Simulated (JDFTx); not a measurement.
# HfB2 (P6/mmm) in JDFTx: notebook

Aim: see how the results for HfB2 move with the level of theory and the settings. Levels: PBE+D3, PBEsol, r2SCAN. Tasks: relaxation of cell and atoms.

Everything below comes from runs of JDFTx 1.7.0 (patched build). Logs are shortened: lines on timing, memory, paths and dates and some standing lists are left out, and cuts for length are marked. The log counts tension as positive stress, the text compression.

### Step 1. The structure

Symmetry: P6/mmm, No. 191, hexagonal system. Conventional cell: a = 3.140 Å, b = 3.140 Å, c = 3.480 Å, α = 90.00°, β = 90.00°, γ = 120.00°. Hf (site symmetry 6/mmm) is surrounded by 12 B at 2.51 Å. B (site symmetry -6m2) is surrounded by 3 B at 1.81 Å.

### Step 2. Relaxation of cell and atoms, PBE+D3

Contents of HfB2.in:

```
lattice Hexagonal 5.9337400313 6.5762469137
coords-type Lattice
ion Hf     0.0000000000     0.0000000000     0.0000000000 1
ion B      0.6666666667     0.3333333333     0.5000000000 1
ion B      0.3333333333     0.6666666667     0.5000000000 1

ion-species pseudo/Hf.upf
ion-species pseudo/B.upf
elec-cutoff 38 304
elec-ex-corr gga-PBE
van-der-waals D3
kpoint-folding 10 10 8
elec-smearing Fermi 0.0018374661
elec-n-bands 15
electronic-SCF nIterations 100 energyDiffThreshold 1e-09
electronic-minimize nIterations 30 energyDiffThreshold 1e-7
forces-output-coords Cartesian
lattice-minimize nIterations 40 energyDiffThreshold 1e-6

dump-name run.$VAR
dump End Ecomponents EigStats BandEigs Kpoints Forces Stress ElecDensity Dtot KEdensity
```

Potentials or basis: PseudoDojo-SR-PBE-0.5-standard with smoothed tails.

Started as:

```console
> jdftx -c 1 -i HfB2.in -o HfB2.out
```

The program printed:

```text
*************** JDFTx 1.7.0 (patched build) ***************

Input parsed successfully to the following command list (including defaults):
[... the input with its defaults ...]

---------- Setting up symmetries ----------

Found 24 point-group symmetries of the bravais lattice
Found 24 space-group symmetries with basis
Applied RMS atom displacement 2.79719e-10 bohrs to make symmetries exact.

---------- Initializing the Grid ----------
R =
[      5.93374     -2.96687            0  ]
[            0      5.13877            0  ]
[            0            0      6.57625  ]
unit cell volume = 200.524
G =
[    1.05889   0.611351         -0  ]
[          0     1.2227          0  ]
[          0         -0   0.955436  ]
Minimum fftbox size, Smin = [  48  48  52  ]
Chosen fftbox size, S = [  48  48  54  ]

---------- Initializing tighter grid for wavefunction operations ----------
R =
[      5.93374     -2.96687            0  ]
[            0      5.13877            0  ]
[            0            0      6.57625  ]
unit cell volume = 200.524
G =
[    1.05889   0.611351         -0  ]
[          0     1.2227          0  ]
[          0         -0   0.955436  ]
Minimum fftbox size, Smin = [  36  36  40  ]
Chosen fftbox size, S = [  36  36  40  ]

---------- Exchange Correlation functional ----------
Initalized PBE GGA exchange.
Initalized PBE GGA correlation.

---------- Setting up pseudopotentials ----------
Width of ionic core gaussian charges (only for fluid interactions / plotting) set to 0

Reading pseudopotential file 'pseudo/Hf.upf':
  'Hf' pseudopotential, 'PBE' functional
  Generated using ONCVPSP code by D. R. Hamann
  12 valence electrons, 4 orbitals, 8 projectors, 1001 radial grid points, with lMax = 3
    5S    l: 0   occupation:  2.0   eigenvalue: -2.462799
    5P    l: 1   occupation:  6.0   eigenvalue: -1.307320
    5D    l: 2   occupation:  2.0   eigenvalue: -0.098817
    6S    l: 0   occupation:  2.0   eigenvalue: -0.187732
  Core radius for overlap checks: 2.38 bohrs.

Reading pseudopotential file 'pseudo/B.upf':
  'B' pseudopotential, 'PBE' functional
  Generated using ONCVPSP code by D. R. Hamann
  3 valence electrons, 2 orbitals, 4 projectors, 1001 radial grid points, with lMax = 1
    2S    l: 0   occupation:  2.0   eigenvalue: -0.347027
    2P    l: 1   occupation:  1.0   eigenvalue: -0.132548
  Core radius for overlap checks: 1.18 bohrs.

Initialized 2 species with 3 total atoms.

Folded 1 k-points by 10x10x8 to 800 k-points.

---------- Setting up k-points, bands, fillings ----------
Reduced to 70 k-points under symmetry.
Computing the number of bands and number of electrons
Calculating initial fillings.
nElectrons:  18.000000   nBands: 15   nStates: 70

----- Setting up reduced wavefunction bases (one per k-point) -----
average nbasis = 2243.236 , ideal nbasis = 2243.547

Initializing DFT-D3 calculator:
	Parameters set for gga-PBE functional
	s6:  1.000  s_r6:  1.217
	s8:  0.722  s_r8:  1.000
	Per-atom parameters loaded for:
	Hf:  sqrtQ[a0]:  8.207  Rcov[a0]:  2.589  CN: [ 0.00 1.93 3.88 ]
	 B:  sqrtQ[a0]:  3.644  Rcov[a0]:  1.455  CN: [ 0.00 0.97 1.94 2.91 4.59 ]

---------- Setting up ewald sum ----------
Optimum gaussian width for ewald sums = 1.944368 bohr.
Real space sum over 1089 unit cells with max indices [  5  5  4  ]
Reciprocal space sum over 2535 terms with max indices [  6  6  7  ]

Computing DFT-D3 correction:
# coordination-number Hf 18.309
# coordination-number B 8.182 8.182
# diagonal-C6 Hf 420.98
# diagonal-C6 B 28.03 28.03
EvdW_6 =   -0.011400
EvdW_8 =   -0.017147

---------- Allocating electronic variables ----------
Initializing wave functions:  linear combination of atomic orbitals
Hf pseudo-atom occupations:   s ( 2 2 )  p ( 6 )  d ( 2 )
B pseudo-atom occupations:   s ( 2 )  p ( 1 )
	FillingsUpdate:  mu: +0.594199681  nElectrons: 18.000000
LCAOMinimize: Iter:   0  F: -55.8214650963954071  |grad|_K:  2.886e-03  alpha:  1.000e+00
	FillingsUpdate:  mu: +0.612855703  nElectrons: 18.000000
LCAOMinimize: Iter:   1  F: -55.8675744692902043  |grad|_K:  4.775e-04  alpha:  3.717e-01  linmin: -3.562e-01  cgtest:  9.442e-01
LCAOMinimize: Encountered beta<0, resetting CG.
[... 6 lines of inner loops ...]
LCAOMinimize: Iter:   4  F: -55.8688609228929707  |grad|_K:  1.446e-06  alpha:  4.368e-01  linmin:  3.953e-04  cgtest: -1.073e-03
	FillingsUpdate:  mu: +0.616710359  nElectrons: 18.000000
LCAOMinimize: Iter:   5  F: -55.8688609459412220  |grad|_K:  1.023e-07  alpha:  8.726e-01  linmin: -2.068e-04  cgtest:  3.075e-03
LCAOMinimize: Converged (|Delta F|<1.000000e-06 for 2 iters).

--------- Lattice Minimization ---------

Computing DFT-D3 correction:
# coordination-number Hf 18.309
# coordination-number B 8.182 8.182
# diagonal-C6 Hf 420.98
# diagonal-C6 B 28.03 28.03
EvdW_6 =   -0.011400
EvdW_8 =   -0.017147

-------- Electronic minimization -----------
Will mix electronic density at each iteration.
	FillingsUpdate:  mu: +0.616710359  nElectrons: 18.000000
	FillingsUpdate:  mu: +0.605090308  nElectrons: 18.000000
SCF: Cycle:  0   F: -55.915415330420068   dF: -4.655e-02   |Residual|: 2.154e-02   |deigs|: 1.936e-02
	FillingsUpdate:  mu: +0.604245215  nElectrons: 18.000000
SCF: Cycle:  1   F: -55.916023335249172   dF: -6.080e-04   |Residual|: 1.210e-02   |deigs|: 2.870e-03
	FillingsUpdate:  mu: +0.603665605  nElectrons: 18.000000
SCF: Cycle:  2   F: -55.916076906218628   dF: -5.357e-05   |Residual|: 1.176e-03   |deigs|: 1.591e-03
	FillingsUpdate:  mu: +0.603758029  nElectrons: 18.000000
SCF: Cycle:  3   F: -55.916082449576521   dF: -5.543e-06   |Residual|: 5.091e-04   |deigs|: 3.323e-04
	FillingsUpdate:  mu: +0.603758560  nElectrons: 18.000000
SCF: Cycle:  4   F: -55.916083463351860   dF: -1.014e-06   |Residual|: 1.616e-04   |deigs|: 9.572e-05
[... 54 lines left out ...]
# Energy components:
   Eewald =      -48.8499196946702767
       EH =        6.4903361383315117
     Eloc =      -24.7280866822411838
      Enl =        2.7717453906165481
     EvdW =       -0.0285476696058468
      Exc =      -16.8368176363679929
 Exc_core =        6.5182819864784136
       KE =       18.7470194109396502
-------------------------------------
     Etot =      -55.9159887565191767
       TS =        0.0000953681713861
-------------------------------------
        F =      -55.9160841246905633

LatticeMinimize: Iter:   0  F: -55.916084124690563  |grad|_K:  5.113e-03

#--- Lowdin population analysis ---
# oxidation-state Hf +0.669
# oxidation-state B -0.321 -0.321

Computing DFT-D3 correction:
# coordination-number Hf 18.327
# coordination-number B 8.190 8.190
# diagonal-C6 Hf 420.98
# diagonal-C6 B 28.03 28.03
EvdW_6 =   -0.011417
EvdW_8 =   -0.017172
[... 54 lines left out ...]
# Energy components:
   Eewald =      -48.8732030762109773
       EH =        6.4835351847568488
     Eloc =      -24.7017117408512092
      Enl =        2.7716800613633099
     EvdW =       -0.0285886448230532
      Exc =      -16.8386452803621225
 Exc_core =        6.5182819957674640
       KE =       18.7526382877325517
-------------------------------------
     Etot =      -55.9160132126271918
       TS =        0.0000951018325067
-------------------------------------
        F =      -55.9161083144596986

LatticeMinimize: Iter:   1  F: -55.916108314459699  |grad|_K:  4.344e-03  alpha:  1.000e+00  linmin: -9.998e-01

#--- Lowdin population analysis ---
# oxidation-state Hf +0.668
# oxidation-state B -0.320 -0.320

Computing DFT-D3 correction:
# coordination-number Hf 18.418
# coordination-number B 8.232 8.232
# diagonal-C6 Hf 420.98
# diagonal-C6 B 28.03 28.03
EvdW_6 =   -0.011503
EvdW_8 =   -0.017306
[... 58 lines left out ...]
# Energy components:
   Eewald =      -48.9982189602446851
       EH =        6.4471299379027256
     Eloc =      -24.5603497345209867
      Enl =        2.7713391338375706
     EvdW =       -0.0288089688623974
      Exc =      -16.8485033019048558
 Exc_core =        6.5182820699549282
       KE =       18.7830522561521960
-------------------------------------
     Etot =      -55.9160775676854982
       TS =        0.0000936202164555
-------------------------------------
        F =      -55.9161711879019521

LatticeMinimize: Iter:   2  F: -55.916171187901952  |grad|_K:  5.807e-04  alpha:  1.000e+00  linmin: -3.221e-01

#--- Lowdin population analysis ---
# oxidation-state Hf +0.664
# oxidation-state B -0.318 -0.318

Computing DFT-D3 correction:
# coordination-number Hf 18.413
# coordination-number B 8.232 8.232
# diagonal-C6 Hf 420.98
# diagonal-C6 B 28.03 28.03
EvdW_6 =   -0.011502
EvdW_8 =   -0.017308
[... 54 lines left out ...]
# Energy components:
   Eewald =      -48.9974250837646963
       EH =        6.4472998011426457
     Eloc =      -24.5614159977885862
      Enl =        2.7713117029205274
     EvdW =       -0.0288100262991147
      Exc =      -16.8485269132511917
 Exc_core =        6.5182820732087414
       KE =       18.7832047834639297
-------------------------------------
     Etot =      -55.9160796603677426
       TS =        0.0000932050086542
-------------------------------------
        F =      -55.9161728653763959

LatticeMinimize: Iter:   3  F: -55.916172865376396  |grad|_K:  3.051e-04  alpha:  1.000e+00  linmin: -9.990e-01

#--- Lowdin population analysis ---
# oxidation-state Hf +0.664
# oxidation-state B -0.319 -0.319

Computing DFT-D3 correction:
# coordination-number Hf 18.407
# coordination-number B 8.232 8.232
# diagonal-C6 Hf 420.98
# diagonal-C6 B 28.03 28.03
EvdW_6 =   -0.011499
EvdW_8 =   -0.017310
[... 54 lines left out ...]
# Energy components:
   Eewald =      -48.9953660897522738
       EH =        6.4478335538829326
     Eloc =      -24.5639268807849156
      Enl =        2.7712869551509436
     EvdW =       -0.0288090788264551
      Exc =      -16.8484583631764053
 Exc_core =        6.5182820762059936
       KE =       18.7830771031798811
-------------------------------------
     Etot =      -55.9160807241203059
       TS =        0.0000927835375319
-------------------------------------
        F =      -55.9161735076578381

LatticeMinimize: Iter:   4  F: -55.916173507657838  |grad|_K:  1.303e-05  alpha:  1.000e+00  linmin: -9.178e-01

#--- Lowdin population analysis ---
# oxidation-state Hf +0.664
# oxidation-state B -0.319 -0.319

Computing DFT-D3 correction:
# coordination-number Hf 18.407
# coordination-number B 8.232 8.232
# diagonal-C6 Hf 420.98
# diagonal-C6 B 28.03 28.03
EvdW_6 =   -0.011499
EvdW_8 =   -0.017310
[... 50 lines left out ...]
# Energy components:
   Eewald =      -48.9955891680311879
       EH =        6.4477687711613596
     Eloc =      -24.5636833708254159
      Enl =        2.7712855864408885
     EvdW =       -0.0288095638195506
      Exc =      -16.8484792428112264
 Exc_core =        6.5182820764269991
       KE =       18.7831441693696632
-------------------------------------
     Etot =      -55.9160807420884680
       TS =        0.0000927665556749
-------------------------------------
        F =      -55.9161735086441425

LatticeMinimize: Iter:   5  F: -55.916173508644142  |grad|_K:  4.524e-06  alpha:  1.000e+00  linmin:  8.006e-03
LatticeMinimize: Converged (|Delta F|<1.000000e-06 for 2 iters).

#--- Lowdin population analysis ---
# oxidation-state Hf +0.664
# oxidation-state B -0.319 -0.319

Dumping 'run.eigStats' ...
	eMin: -1.655161 at state 0 ( [ +0.000000 +0.000000 +0.000000 ] spin 0 )
	HOMO: +0.606987 at state 51 ( [ +0.200000 +0.200000 +0.125000 ] spin 0 )
	mu  : +0.609117
	LUMO: +0.616899 at state 2 ( [ +0.000000 +0.000000 +0.250000 ] spin 0 )
	eMax: +0.997516 at state 60 ( [ +0.200000 +0.400000 +0.000000 ] spin 0 )
	HOMO-LUMO gap: +0.009913
	Optical gap  : +0.012940 at state 32 ( [ +0.100000 +0.100000 +0.250000 ] spin 0 )
Done!
[note: the HOMO, LUMO and gaps printed at the end count levels as full or empty at half filling, so they show a gap where a level is partly filled]
```

It took 5.7 min on 1 thread of Arm Neoverse V1, shared host; peak memory 0.2 GiB.

What came out:

```
Free energy                            : -1521.5566 eV
Relaxed volume                         : 9.82 Å³/atom
Relaxed cell                           : a = 3.126 Å, b = 3.126 Å, c = 3.479 Å, α = 90.00°, β = 90.00°, γ = 120.00°
Space group after relaxing (to 0.05 Å) : P6/mmm (No. 191)
Energy gained by relaxing              : 0.8 meV/atom
Ionic steps                            : 6
Pressure after relaxing                : 0.0 GPa
Band gap on the k mesh                 : none (metal or under the smearing width)
Loewdin charges                        : Hf +0.66; B -0.32 e
```

The path:
```tsv
step	energy change (eV)	largest force (eV/Å)	pressure (GPa)	volume (Å³)
1	0.0000	0.0000	-2.41	29.71
2	-0.0007	0.0000	-2.03	29.67
3	-0.0024	0.0000	0.01	29.44
4	-0.0024	0.0000	0.01	29.45
5	-0.0024	0.0000	0.00	29.45
6	-0.0024	0.0000	0.00	29.45
```

Final structure:
```cif
data_structure
_symmetry_space_group_name_H-M 'P 1'
_symmetry_Int_Tables_number 1
_cell_length_a 3.1264
_cell_length_b 3.1264
_cell_length_c 3.4788
_cell_angle_alpha 90.000
_cell_angle_beta 90.000
_cell_angle_gamma 120.000
_cell_volume 29.45
loop_
_atom_site_label
_atom_site_type_symbol
_atom_site_fract_x
_atom_site_fract_y
_atom_site_fract_z
_atom_site_occupancy
Hf1 Hf 0.00000 0.00000 0.00000 1
B1 B 0.66667 0.33333 0.50000 1
B2 B 0.33333 0.66667 0.50000 1
```

Caveat: pairwise dispersion overbinds metals, which lowers pressure and volume.

### Step 3. Relaxation of cell and atoms, PBEsol

Changes to HfB2.in since step 2:

```diff
@@ -9,4 +9,3 @@
 elec-cutoff 38 304
-elec-ex-corr gga-PBE
-van-der-waals D3
+elec-ex-corr gga-PBEsol
 kpoint-folding 10 10 8
@@ -20,2 +19,2 @@
 dump-name run.$VAR
-dump End Ecomponents EigStats BandEigs Kpoints Forces Stress ElecDensity Dtot KEdensity
+dump End Ecomponents EigStats BandEigs Kpoints Forces Stress
```

Potentials or basis: PseudoDojo-SR-PBEsol-0.4.1-standard with smoothed tails.

Started as:

```console
> jdftx -c 1 -i HfB2.in -o HfB2.out
```

Run time: 5.2 min. Hardware: 1 thread of Intel Xeon Platinum 8488C (Sapphire Rapids), shared host; peak memory 0.2 GiB.

Results (log left out):

```yaml
Free_energy: -1522.2610 eV
Relaxed_volume: 9.76 Å³/atom
Relaxed_cell: a = 3.128 Å, b = 3.128 Å, c = 3.457 Å, α = 90.00°, β = 90.00°, γ = 120.00°
Space_group_after_relaxing_to_0.05_Å: P6/mmm (No. 191)
Energy_gained_by_relaxing: 1.7 meV/atom
Ionic_steps: 6
Pressure_after_relaxing: 0.0 GPa
Band_gap_on_the_k_mesh: none (metal or under the smearing width)
Loewdin_charges: Hf +0.64; B -0.31 e
```

Step by step:
```csv
step,energy change (eV),largest force (eV/Å),pressure (GPa),volume (Å³)
1,0.0000,0.0000,-3.65,29.71
2,-0.0014,0.0000,-3.10,29.65
3,-0.0049,0.0000,-0.06,29.30
4,-0.0050,0.0000,-0.02,29.29
5,-0.0050,0.0000,0.00,29.29
6,-0.0050,0.0000,0.00,29.29
```

Final structure:
```yaml
crystal:
  lattice:
    - [3.12789, 0.00000, 0.00000]
    - [-1.56395, 2.70884, 0.00000]
    - [0.00000, 0.00000, 3.45665]
  atoms:
    - { symbol: Hf, position: [0.00000, 0.00000, 0.00000] }
    - { symbol: B, position: [0.66667, 0.33333, 0.50000] }
    - { symbol: B, position: [0.33333, 0.66667, 0.50000] }
```

Levels at points of the mesh, in eV from the Fermi level:
```csv
k point,band 7,band 8,band 9,band 10,band 11,band 12
"(0.00, 0.00, 0.00)",-2.83,-2.83,-2.60,4.18,4.18,4.87
"(0.00, 0.00, 0.50)",-1.05,-1.05,0.39,0.39,1.10,1.10
"(0.00, 0.50, 0.00)",-4.05,-3.31,-2.82,2.32,2.87,5.81
"(0.00, 0.50, 0.50)",-4.92,-4.67,-2.52,4.24,4.37,6.46
```

Spin-orbit coupling is left out, which matters for the levels of Hf.

[end of part 1 of 2]
